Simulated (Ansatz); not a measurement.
Crystal: ZnSiP2.

```
Zn P Si
1.0
    -2.68670    2.68670    5.23003
     2.68670   -2.68670    5.23003
     2.68670    2.68670   -5.23003
Zn P Si
2 4 2
Direct
  0.75000 0.25000 0.50000
  0.00000 0.00000 0.00000
  0.14230 0.62500 0.01730
  0.60770 0.12500 0.98270
  0.87500 0.85770 0.48270
  0.37500 0.39230 0.51730
  0.25000 0.75000 0.50000
  0.50000 0.50000 0.00000
```

The cell is a database's computed one.

Base run:

* Program: Ansatz 0.2.0
* Functional: LDA
* Potentials or basis: Ansatz PAW
* Cutoff: 420 eV (not typed: the program's choice for these potentials)
* k mesh: 5 × 5 × 5
* Occupations: fermi-dirac, width 0.05 eV
* Spin: no spin polarisation

Its results: band gap on the k mesh 1.19 eV, direct; pressure -2.8 GPa; largest force 0.218 eV/Å.

The run is repeated on the same cell with these changes: functional from LDA to PBE. What comes out?

Band gap on the k mesh 1.31 eV, direct; pressure 2.2 GPa; largest force 0.054 eV/Å.

PBE binds less tightly than LDA, so the same cell stands under more pressure.

Caveats: the PAW data sets come from PBE, with cores solved anew for the run's functional, which leaves a small shift of forces and pressure (some runs).
